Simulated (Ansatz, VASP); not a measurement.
# TaN in VASP and in Ansatz

File INCAR:

```
SYSTEM = TaN
ALGO = Normal ; EDIFF = 1E-8
ENCUT = 520 ; GGA = PS
ISIF = 2 ; ISMEAR = -1
LASPH = .TRUE. ; LCHARG = .FALSE.
LEFG = .TRUE. ; LREAL = .FALSE.
LWAVE = .FALSE. ; NBANDS = 15
NELM = 100 ; PREC = Accurate
SIGMA = 0.02
```

The input KPOINTS:

```
k-points
0
G
  12 12 10
  0 0 0
```

Contents of POSCAR:

```
TaN
1.0
    2.9379988584      0.0440699829      0.0440699829
   -1.4308337045      2.5223466563      0.0161307333
    0.0432450000      0.0432450000      2.8830000000
Ta N
1 1
Direct
    0.3333333333      0.6666666667      0.5000000000
    0.0000000000      0.0000000000      0.0000000000
```

Input for Ansatz:

```yaml
crystal:
  lattice:
    - [2.9379988584, 0.0440699829, 0.0440699829]
    - [-1.4308337045, 2.5223466563, 0.0161307333]
    - [0.043245, 0.043245, 2.883]
  atoms:
    - { symbol: Ta, position: [0.3333333333, 0.6666666667, 0.5] }
    - { symbol: "N", position: [0.0, 0.0, 0.0] }
kpoints:
  mp_grid: { grid: [12, 12, 10] }
scf:
  occupations: { method: fermi_dirac, width: 0.02 }
hamiltonian:
  xc: pbesol
  pseudopotentials: { kind: all_electron, datasets: crystal }
output:
  forces: true
  stress: true
  eigenvalues: true
  efg: { contact_densities: true }
```

Change from the starting cell: equal xy, yz and zx shear strains of +3 %, crystal datasets.

Alike in both runs: task electric field gradients; functional PBEsol; k mesh 12 × 12 × 10; occupations fermi-dirac, width 0.02 eV; no spin polarisation.

|  | VASP | Ansatz |
| --- | --- | --- |
| version | VASP 6.6.1 | Ansatz 0.2.0 |
| potentials or method | VASP PAW PBE potentials, release 64 (Ta_pv, N) | all-electron PAW with datasets made for the crystal, scalar-relativistic |
| plane-wave cutoff (eV) | 520 | see its input |

```csv
,VASP,Ansatz,Ansatz less VASP
pressure (GPa),-3.1,-3.9,-0.72
largest component of the traceless stress (GPa),6.99,6.89,-0.104
rms of the force components (eV/Å),0.027,0.026,-0.0009
Vzz of the field gradient on the site that differs most (V/Å²),117.3,135.5,+18.25
```

Atom by atom the forces differ by 0.003 eV/Å (rms over components). Ansatz ran all-electron here, so the differences hold the error of VASP's frozen core and of both bases. Ansatz warned: «gradients_without_spin_orbit».

Caveats: the PAW data sets were made with another functional, which shifts forces and pressure a little (VASP). The runs have no spin-orbit coupling, so splittings on Ta are missing.
